Why does the lowest empty level of an insulating oxide climb by several electronvolts as the electron's wave vector leaves the zone centre, while the highest filled level scarcely moves? Aluminium oxide in the corundum structure shows this contrast clearly. It also shows levels that merge in pairs at some points on the face of the zone and stay apart at another.

Kohn-Sham levels of corundum Al2O3 (R-3c, 10-atom cell), computed with GPAW 26.7.0 using the GLLB-SC functional, PAW data sets (gpaw-data 1.2.1) and a 600 eV plane-wave cutoff, without spin polarisation or spin-orbit coupling. The k mesh is 6×6×6, with Fermi-Dirac smearing of 0.01 eV. Levels are numbered outward from the gap, with energies relative to the valence top.

| point a (reciprocal cell vector) | point b (reciprocal cell vector) | point c (reciprocal cell vector) | level point (row) | level under 4 (eV) | level under 3 (eV) | level under 2 (eV) | level under 1 (eV) | level over 1 (eV) | level over 2 (eV) |
| --- | --- | --- | --- | --- | --- | --- | --- | --- | --- |
| 0.0000 | 0.0000 | 0.0000 | 1 | -0.542 | -0.065 | -0.065 | 0.000 | 7.212 | 10.362 |
| 0.1667 | 0.0000 | -0.1667 | 2 | -0.780 | -0.535 | -0.145 | -0.102 | 8.586 | 11.333 |
| 0.1667 | 0.1667 | 0.0000 | 3 | -0.721 | -0.494 | -0.134 | -0.083 | 7.932 | 10.846 |
| 0.3333 | 0.0000 | 0.0000 | 4 | -0.819 | -0.561 | -0.252 | -0.194 | 9.076 | 11.262 |
| 0.5000 | 0.0000 | 0.0000 | 5 | -0.896 | -0.896 | -0.294 | -0.294 | 10.429 | 10.429 |
| 0.5000 | 0.5000 | 0.0000 | 6 | -0.975 | -0.815 | -0.686 | -0.277 | 10.874 | 10.918 |
| 0.5000 | 0.5000 | 0.5000 | 7 | -0.377 | -0.377 | -0.377 | -0.377 | 9.664 | 9.664 |

The points are named here by their number in the column "level point", and energies count from the highest filled level at the centre, point 1. Over the seven points, "level over 1" spans 3.66 eV and "level under 1" only 0.38 eV. The gap at fixed wave vector is therefore smallest at the centre and largest at point 6. Of its growth between these two points, 93% comes from the empty level.

The filled side is flat for a chemical reason. The upper filled bands of such an oxide are made of oxygen 2p orbitals, and six oxygen atoms in the cell supply eighteen of them. Near the top of this group the orbitals are expected to take little part in the bonds to aluminium and to overlap only weakly with those of other oxygen atoms. A change of phase from cell to cell then costs little energy. The column also ranks levels by energy and does not follow one band, so when one band sinks another can take its place at the top.

The lowest empty states are of another kind. In oxides of this type they are built largely from s-like orbitals of metal and oxygen, which are round and reach far into the space between the atoms. At the zone centre, these orbitals can repeat from cell to cell without a change of sign, and the wave is as smooth as it can be. A finite wave vector makes the phase turn from site to site, which raises the kinetic energy. Since a round orbital overlaps similarly in all directions, the cost should depend mainly on the length of the wave vector.

That length can't be read off the fractions in the table, because the reciprocal cell is oblique. For a rhombohedral cell with edge $a$ and angle $\alpha$, and with $\gamma=\cos\alpha$, a point with fractions $p_a,p_b,p_c$ has

$$k^2=\frac{4\pi^2}{a^2(1-\gamma)}\left[p_a^2+p_b^2+p_c^2-\frac{\gamma}{1+2\gamma}(p_a+p_b+p_c)^2\right].$$

The last term matters because the reciprocal vectors stand at 111° to each other, so that adding them partly cancels. Points 2 and 3 have fractions of the same size, but at point 2 they have opposite signs and at point 3 equal ones. Point 3 therefore has the shorter wave vector, and its empty level lies 0.65 eV lower. For the same reason, point 7, with three halves, is nearer the centre than point 5, with one.

Ordered by length, the points run 1, 3, 2, 4, 7, 5, 6, and "level over 1" rises in exactly this order. Even a free electron, with energy $\hbar^2k^2/2m$ and no adjusted constant, gives a rise of the right size. The computed rise is 2.1 times the free-electron value at point 3, but only 1.2 times at point 6. The empty level thus starts out steeper than a free electron and then falls behind a parabola.

The steep start has a standard explanation. Away from the centre, empty and filled states that were kept apart by symmetry begin to mix, and mixing pushes the upper state up. The electron then responds as if it were lighter than a free one. The step from point 1 to point 3 corresponds to a mass of about 0.48 electron masses. This is an average over a finite step and not the exact curvature at the band edge.

The later slowing is what the finite width of a band built from localised orbitals would lead to. Once neighbouring orbitals are nearly out of phase, a further turn of the phase has little left to change. Suppose that all hops between orbitals have one length $d$ and are spread evenly over all directions. Averaging the phase factor over these directions gives the rise above the centre,

$$E(k)=A\left[1-\frac{\sin(kd)}{kd}\right],$$

where $A$ measures the total strength of the hops. This is a parabola for short wave vectors and levels off for long ones. A least-squares fit to the six points away from the centre gives $A=3.5$ eV and $d=3.56$ Å. The two constants partly make up for each other, so $d$ should not be taken for a bond length. Nor does a good fit with two constants single out the finite width as the cause of the slowing, since other curves that bend below a parabola are expected to do about as well on six points. The computed rise exceeds the free-electron value by between about 0.4 and 0.8 eV at every point away from the centre. It can therefore also be read as a free-electron rise plus a push from mixing that stops growing, and these levels alone can't decide between the two readings.

Point 5, which was part of the fit, shows how the estimate works. With $a=5.13$ Å and $\alpha=55.3^\circ$, the factor before the bracket is 3.48 Å$^{-2}$, and $\gamma/(1+2\gamma)$ is 0.266. One fraction is a half and the others are zero, so

$$k^2=3.48\times0.25\times(1-0.266)=0.639\ \text{Å}^{-2},\qquad k=0.80\ \text{Å}^{-1}.$$

Then $kd=2.85$ and $\sin(kd)/(kd)=0.10$, which gives a rise of $3.5\times0.90\approx3.1$ eV. The table has $10.429-7.212=3.217$ eV.

The fit comes within about 0.1 eV of the computed rise at five of the six points. The exception is point 7, where it is 0.33 eV too high. At the other five the fit is always slightly too low, because point 7 pulls the curve down, so its departure from the rest is expected to be larger than this miss. This is the only point away from the centre whose wave vector lies along the threefold axis of the crystal. The misfit suggests that, far from the centre, the empty band lies lower along this axis than across it, a difference that a model with evenly spread hops can't contain. The centre gives a second hint. If its second empty level is the same band continued along the axis to twice the length of point 7, the rise there is only 3.15 eV, less than at point 6 with its shorter wave vector. The table can't confirm that assignment, and one point on the axis is too little to establish the reason.

A smooth curve that works as far as the zone face is itself surprising. A wave at the face is usually split by the lattice into two standing waves of different energy, and the lower one is pushed down. Here the two lowest empty levels coincide at points 5 and 7 and are only 0.04 eV apart at point 6. At the centre they are separated by 3.15 eV. At points 5 and 7 the band therefore reaches the face without a split. At point 6 the table can't tell whether the two close levels are the two standing waves of one band or whether another band happens to lie near the lower one.

At points 5 and 7 the crystal's symmetry forbids the split. Corundum has an inversion centre and a glide plane, which is a mirror combined with a shift by half the body diagonal of the cell. Carrying out inversion and glide in the two possible orders gives results that differ by a whole body diagonal. For a wave whose fractions are all zero or one half, this shift multiplies the wave by

$$(-1)^n,$$

where $n$ is the number of halves. If $n$ is odd, the glide turns a state that is even under inversion into an odd one of the same energy. The two are different states, so every level there must be at least double.

The table follows this rule on both sides of the gap. Point 5 has one half and point 7 has three, and all their levels come in pairs. Point 6 has two halves, so nothing forces a pair, and its two highest filled levels are 0.41 eV apart. The near-coincidence of its empty levels is allowed but not required. The centre has no halves, and the pair among its filled levels has another source, the threefold axis.

At point 7 the four filled levels even share one energy. States that pick up a complex phase under a rotation by a third of a turn have partners with the opposite phase. Time reversal supplies such a partner with the same behaviour under inversion, and the glide supplies one with the opposite behaviour. Together they join two pairs into a fourfold level.

The size of the gap needs more care than its growth. The 7.21 eV at the centre is a difference of orbital energies. In the GLLB-SC method, the gap for adding and removing an electron also contains a derivative discontinuity, which would lift all empty levels by the same amount. The rise and the pairing would stay as they are, but 7.21 eV should not be set against a measured gap. On the filled side, the top is so flat that a slightly higher maximum may lie between the mesh points.

The contrast matters for how charge would move in a corundum crystal. An added electron would settle at the bottom of the steep empty band, at the zone centre, where it is light. For a hole the table is less decisive. The flat top suggests a heavy one, but a column ranked by energy can hide a band that falls steeply in one direction, and along that direction a hole could be light. A calculation with fixed atoms also leaves out the distortion by which a hole may trap itself.
